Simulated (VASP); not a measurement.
# NaF (I4/mmm) in VASP: further runs

Runs on NaF. Level: r2SCAN. Tasks: single point.

All numbers are computed with VASP 6.6.1; they aren't measurements. Logs are shortened: lines on timing, memory, paths and dates and some standing lists are left out, and cuts for length are marked.

## 1. The cell of the first run

Symmetry: I4/mmm, No. 139, tetragonal system. Conventional cell: a = 3.384 Å, b = 3.384 Å, c = 4.577 Å, α = 90.00°, β = 90.00°, γ = 90.00°. Na (site symmetry 4/mmm) has 6 F at 2.29 to 2.39 Å as nearest neighbours. Around F (site symmetry 4/mmm) lie 6 Na at 2.29 to 2.39 Å.

## 2. Single point, r2SCAN (strain +0.030 along x and y, -0.015 along z, atoms carried along)

POSCAR

```
NaF
1.0
    0.0000000000      2.3929990000      2.2884505000
    2.3929990000      0.0000000000      2.2884505000
    2.3929990000      2.3929990000      0.0000000000
Na F
1 1
Direct
    0.0000000000      0.0000000000      0.0000000000
    0.5000000000      0.5000000000      0.5000000000
```

INCAR.step1

```
SYSTEM = NaF
  ALGO = Normal
  EDIFF = 1E-4
  ENCUT = 520
  GGA = PE
  ISMEAR = 0
  LASPH = .TRUE.
  LCHARG = .FALSE.
  LREAL = .FALSE.
  LWAVE = .TRUE.
  NBANDS = 14
  NELM = 100
  PREC = Accurate
  SIGMA = 0.05
```

INCAR.step2

```
SYSTEM = NaF
  ALGO = Normal
  EDIFF = 1E-6
  ENCUT = 520
  ISIF = 2
  ISMEAR = 0
  ISTART = 1
  LASPH = .TRUE.
  LCHARG = .TRUE.
  LELF = .TRUE.
  LMIXTAU = .TRUE.
  LREAL = .FALSE.
  LVHAR = .TRUE.
  LWAVE = .FALSE.
  METAGGA = R2SCAN
  NBANDS = 14
  NELM = 100
  PREC = Accurate
  SIGMA = 0.05
```

KPOINTS

```
k-points
0
G
  8 8 8
  0 0 0
```

Potentials or basis: VASP PAW PBE potentials, release 64 (Na_pv, F).

Started as:

```console
$ cat potpaw_PBE.64/Na_pv/POTCAR potpaw_PBE.64/F/POTCAR > POTCAR
$ cp INCAR.step1 INCAR
$ mpirun -np 1 vasp_std > vasp.out
$ cp INCAR.step2 INCAR
$ mpirun -np 1 vasp_std > vasp.out
```

OUTCAR:

```text
SYSTEM = NaF
   EDIFF = 1E-6
   ENCUT = 520
   ISIF = 2
   ISMEAR = 0
   ISTART = 1
   LASPH = .TRUE.
   LREAL = .FALSE.
   METAGGA = R2SCAN
   NELM = 100
   PREC = Accurate

 ion  position               nearest neighbor table
   1  0.000  0.000  0.000-   2 2.29   2 2.29
   2  0.500  0.500  0.500-   1 2.29   1 2.29

  LATTYP: Found a body centered tetragonal cell.
 ALAT       =     3.3842116405
 C/A-ratio  =     1.3524275329

  Lattice vectors:

 A1 = (   0.0000000000,  -2.3929990000,  -2.2884505000)
 A2 = (   0.0000000000,   2.3929990000,  -2.2884505000)
 A3 = (   2.3929990000,   0.0000000000,   2.2884505000)

Analysis of symmetry for initial positions (statically):
=====================================================================
 Subroutine PRICEL returns:
 Original cell was already a primitive cell.

 Routine SETGRP: Setting up the symmetry group for a
 body centered tetragonal supercell.

 Subroutine GETGRP returns: Found 16 space group operations
 (whereof 16 operations were pure point group operations)
 out of a pool of 16 trial point group operations.

The static configuration has the point symmetry D_4h.

Analysis of symmetry for dynamics (positions and initial velocities):
=====================================================================
 Subroutine PRICEL returns:
 Original cell was already a primitive cell.

 Routine SETGRP: Setting up the symmetry group for a
 body centered tetragonal supercell.

 Subroutine GETGRP returns: Found 16 space group operations
 (whereof 16 operations were pure point group operations)
 out of a pool of 16 trial point group operations.

The dynamic configuration has the point symmetry D_4h.

 Subroutine INISYM returns: Found 16 space group operations
 (whereof 16 operations are pure point group operations),
 and found     1 'primitive' translations

----------------------------------------------------------------------------------------

                                     Primitive cell

  volume of cell :      26.2094

  direct lattice vectors                    reciprocal lattice vectors
     0.000000000  2.392999000  2.288450500    -0.208942837  0.208942837  0.218488449
     2.392999000  0.000000000  2.288450500     0.208942837 -0.208942837  0.218488449
     2.392999000  2.392999000  0.000000000     0.208942837  0.208942837 -0.218488449

  length of vectors
     3.311110071  3.311110071  3.384211641     0.367493429  0.367493429  0.367493429

  position of ions in fractional coordinates (direct lattice)
     0.000000000  0.000000000  0.000000000
     0.500000000  0.500000000  0.500000000

  ion indices of the primitive-cell ions
   primitive index   ion index
                 1           1
                 2           2

----------------------------------------------------------------------------------------

 KPOINTS: k-points

Automatic generation of k-mesh.
 Grid dimensions read from file:
 generate k-points for:    8    8    8

 Generating k-lattice:

  Cartesian coordinates                     Fractional coordinates (reciprocal lattice)
    -0.026117855  0.026117855  0.027311056     0.125000000  0.000000000  0.000000000
     0.026117855 -0.026117855  0.027311056     0.000000000  0.125000000  0.000000000
     0.026117855  0.026117855 -0.027311056    -0.000000000 -0.000000000  0.125000000

  Length of vectors
     0.045936679  0.045936679  0.045936679

  Shift w.r.t. Gamma in fractional coordinates (k-lattice)
     0.000000000  0.000000000  0.000000000

 Subroutine IBZKPT returns following result:
 ===========================================

 Found     59 irreducible k-points:

 Following reciprocal coordinates:
            Coordinates               Weight
  0.000000  0.000000  0.000000      1.000000
  0.125000  0.000000  0.000000      8.000000
  0.250000  0.000000  0.000000      8.000000
  0.375000  0.000000  0.000000      8.000000
  0.500000  0.000000  0.000000      4.000000
  0.125000  0.125000  0.000000      2.000000
[... 16 lines left out ...]
  0.250000  0.000000  0.125000     16.000000
  0.375000  0.000000  0.125000     16.000000
 [... further k-points ...]
   k-points           NKPTS =     59   k-points in BZ     NKDIM =     59   number of bands    NBANDS=     14
   number of dos      NEDOS =    301   number of ions     NIONS =      2
   total plane-waves  NPLWV =  21952
   dimension x,y,z NGX =    28 NGY =   28 NGZ =   28
   dimension x,y,z NGXF=    56 NGYF=   56 NGZF=   56
   ions per type =               1   1
   NGX,Y,Z   is equivalent  to a cutoff of  14.06, 14.06, 13.75 a.u.
   NGXF,Y,Z  is equivalent  to a cutoff of  28.12, 28.12, 27.51 a.u.
 SYSTEM =  NaF
   PREC   = accura    normal or accurate (medium, high low for compatibility)
   ISTART =      1    job   : 0-new  1-cont  2-samecut
   ICHARG =      0    charge: 1-file 2-atom 10-const
   ISPIN  =      1    spin polarized calculation?
   LNONCOLLINEAR =      F non collinear calculations
   LSORBIT =      F    spin-orbit coupling
   LASPH  =      T    aspherical Exc in radial PAW
   ENCUT  =  520.0 eV  38.22 Ry    6.18 a.u.   6.16  6.16  6.29*2*pi/ulx,y,z
   NELM   =    100;   NELMIN=  2; NELMDL=  0     # of ELM steps
   EDIFF  = 0.1E-05   stopping-criterion for ELM
   LREAL  =      F    real-space projection
   EDIFFG = 0.1E-04   stopping-criterion for IOM
   NSW    =      0    number of steps for IOM
   IBRION =     -1    ionic relax: 0-MD 1-quasi-New 2-CG
   NFREE  =      0    steps in history (QN), initial steepest desc. (CG)
   ISIF   =      2    stress and relaxation
   ISYM   =      2    0-nonsym 1-usesym 2-fastsym
   POTIM  = 0.5000    time-step for ionic-motion
   TEBEG  =    0.0;   TEEND  =   0.0 temperature during run
   PSTRESS=    0.0 pullay stress
   NELECT =      14.0000    total number of electrons
   NUPDOWN=      -1.0000    fix difference up-down
   EMIN   =  10.00;   EMAX   =-10.00  energy-range for DOS
   EFERMI =   0.00;   METHOD = LEGACY
   ISMEAR =     0;   SIGMA  =   0.05  broadening in eV -4-tet -1-fermi 0-gaus
   EFERMI_NEDOS =   21; number of points for ismear=-14 and -15
   IALGO  =     38    algorithm
   IMIX   =      4    mixing-type and parameters
     AMIX     =   0.40;   BMIX     =  1.00
     AMIX_MAG =   1.60;   BMIX_MAG =  1.00
  volume/ion in A,a.u.               =      13.10        88.43
  Fermi-wavevector in a.u.,A,eV,Ry     =   1.328308  2.510137 24.006134  1.764401
  Thomas-Fermi vector in A             =   2.457555
   LORBIT       =      0    0 simple, 1 ext, 2 COOP (PROOUT), +10 PAW based schemes
   METAGGA = R2SCAN    functional components
   LHFCALC =     F    Hartree Fock is set to
   AEXX    =    0.0000 exact exchange contribution
   IVDW    =     0    specifies the selected vdW correction
   LEPSILON=     F    determine dielectric tensor
   LRPA    =     F    only Hartree local field effects (RPA)
 non-spin polarized calculation
 Gauss-broadening in eV      SIGMA  =   0.05
  energy-cutoff  :      520.00
  volume of cell :       26.21
 maximum number of plane-waves:       722
 NGX is ok and might be reduce to    28
   NGX = 13   NGY = 13   NGZ = 13

 number of electron      13.9999994 magnetization

 Free energy of the ion-electron system (eV)
  ---------------------------------------------------
  ext. energy  EPLUGINS =         0.00000000
  ---------------------------------------------------
  free energy    TOTEN  =       -12.56771429 eV

  energy without entropy =      -12.56771429  energy(sigma->0) =      -12.56771429

 E-fermi :  -2.6186     XC(G=0):  -9.4941

 val. band max:       -2.9305133108   @ k =   0.0000   0.0000   0.0000
 cond. band min:       3.9502443886   @ k =   0.0000   0.0000   0.0000
 fundamental gap:      6.8807576993
 Fermi energy:        -2.6185558608

 k-point     1 :       0.0000    0.0000    0.0000
  band No.  band energies     occupation
      1     -23.1489      2.00000
      2     -22.5927      2.00000
      3     -22.5925      2.00000
      4     -22.5787      2.00000
      5      -2.9362      2.00000
      6      -2.9305      2.00000
      7      -2.9305      2.00000
      8       3.9502      0.00000
      9      16.3975      0.00000
     10      16.3975      0.00000
     11      16.6871      0.00000
     12      19.0122      0.00000
     13      20.9527      0.00000
     14      22.2462      0.00000

 k-point     2 :       0.1250    0.0000    0.0000
  band No.  band energies     occupation
      1     -23.2456      2.00000
      2     -22.5948      2.00000
      3     -22.5866      2.00000
      4     -22.4720      2.00000
      5      -3.1939      2.00000
      6      -2.9689      2.00000
      7      -2.9675      2.00000
      8       4.4707      0.00000
      9      14.7324      0.00000
     10      16.6249      0.00000
     11      16.8501      0.00000
     12      20.5101      0.00000
     13      21.0014      0.00000
     14      21.6780      0.00000

 k-point     3 :       0.2500    0.0000    0.0000
  band No.  band energies     occupation
      1     -23.4039      2.00000
      2     -22.5998      2.00000
      3     -22.5885      2.00000
      4     -22.2723      2.00000
      5      -3.7371      2.00000
      6      -3.0601      2.00000
      7      -3.0471      2.00000
      8       5.7547      0.00000
      9      12.6766      0.00000
     10      17.1249      0.00000
     11      17.5128      0.00000
     12      19.9537      0.00000
     13      20.8572      0.00000
     14      21.9627      0.00000
[... 324 lines left out ...]
 k-point    23 :       0.2500    0.0000    0.1250
  band No.  band energies     occupation
      1     -23.3254      2.00000
      2     -22.6024      2.00000
      3     -22.5914      2.00000
      4     -22.3598      2.00000
      5      -3.6117      2.00000
      6      -3.0759      2.00000
      7      -3.0588      2.00000
      8       5.6339      0.00000
      9      13.0706      0.00000
     10      16.9410      0.00000
     11      17.1117      0.00000
     12      18.4431      0.00000
     13      22.1549      0.00000
     14      23.3408      0.00000

 k-point    24 :       0.3750    0.0000    0.1250
  band No.  band energies     occupation
      1     -23.4347      2.00000
      2     -22.6089      2.00000
      3     -22.5968      2.00000
      4     -22.2088      2.00000
      5      -4.0310      2.00000
      6      -3.1967      2.00000
      7      -3.1411      2.00000
      8       7.1027      0.00000
      9      11.5715      0.00000
     10      16.6533      0.00000
     11      17.5669      0.00000
     12      18.4654      0.00000
     13      21.7389      0.00000
     14      23.2576      0.00000

 [... further k-points ...]

------------------------ aborting loop because EDIFF is reached ----------------------------------------

  FORCE on cell =-STRESS in cart. coord.  units (eV):
  Direction    XX          YY          ZZ          XY          YZ          ZX
  --------------------------------------------------------------------------------------
  -------------------------------------------------------------------------------------
  Total       -0.8244536     -0.8244536     -0.3284841      0.0000000      0.0000000     -0.0000000
  in kB      -50.3988071    -50.3988071    -20.0802181      0.0000000      0.0000000     -0.0000000
  external PRESSURE =     -40.2926108 kB  Pullay stress =       0.0000000 kB

 VOLUME and BASIS-vectors are now :
 -----------------------------------------------------------------------------
  energy-cutoff  :      520.00
  volume of cell :       26.21
      direct lattice vectors                 reciprocal lattice vectors
     0.000000000  2.392999000  2.288450500    -0.208942837  0.208942837  0.218488449
     2.392999000  0.000000000  2.288450500     0.208942837 -0.208942837  0.218488449
     2.392999000  2.392999000  0.000000000     0.208942837  0.208942837 -0.218488449

 POSITION                                       TOTAL-FORCE (eV/Angst)
 -----------------------------------------------------------------------------------
      0.00000      0.00000      0.00000        -0.000000     -0.000000      0.000000
      2.39300      2.39300      2.28845         0.000000      0.000000      0.000000
 -----------------------------------------------------------------------------------
    total drift:                                0.000000      0.000000      0.000000

  FREE ENERGIE OF THE ION-ELECTRON SYSTEM (eV)
  ---------------------------------------------------
  free  energy   TOTEN  =       -12.5677142918 eV

  energy  without entropy=      -12.5677142918  energy(sigma->0) =      -12.56771429
```

Wall time 93 s (1 thread of Intel Xeon Platinum 8488C (Sapphire Rapids), shared host); peak memory 0.16 GiB.

What came out:

```yaml
Free_energy: -12.5677 eV
Pressure: -4.0 GPa
Band_gap_on_the_k_mesh: 6.88 eV, direct
```

Caveat: the PAW data sets were made with another functional, which shifts forces and pressure a little.

[end of part 1 of 2]
